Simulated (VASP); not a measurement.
A run of VASP 6.6.1 is set up as follows.

Contents of INCAR:

```
SYSTEM = ZrS
PREC = Accurate
ENCUT = 520
EDIFF = 1E-6
ISMEAR = 0
SIGMA = 0.15
LREAL = .FALSE.
LASPH = .TRUE.
NELM = 100
ALGO = Fast
ISIF = 2
LWAVE = .FALSE.
LCHARG = .FALSE.
GGA = PS
NBANDS = 16
```

Contents of KPOINTS:

```
Automatic mesh
0
G
  16 16 16
  0 0 0
```

Contents of POSCAR:

```
ZrS
1.0
    0.0000000000      2.7070312500      2.7070312500
    2.6250000000      0.0820312500      2.6250000000
    2.6250000000      2.6250000000      0.0820312500
Zr S
1 1
Direct
    0.0000000000      0.0000000000      0.0000000000
    0.5000000000      0.5000000000      0.5000000000
```

Potentials or basis: VASP PAW PBE potentials, release 64 (Zr_sv, S).

Command:

```bash
$ cat potpaw_PBE.64/Zr_sv/POTCAR potpaw_PBE.64/S/POTCAR > POTCAR
$ mpirun -np 1 vasp_std > vasp.out
```

**Question.** Estimate the band gap on the k mesh.

**Answer.** None (metal or under the smearing width).

**Question.** Estimate the pressure.

**Answer.** -6.1 GPa.

Stress tensor (GPa, compression positive):
```
-6.30  0.00  0.00
 0.00 -5.98 -1.64
 0.00 -1.64 -5.98
```

Caveat: the PAW data sets were made with another functional, which shifts forces and pressure a little.
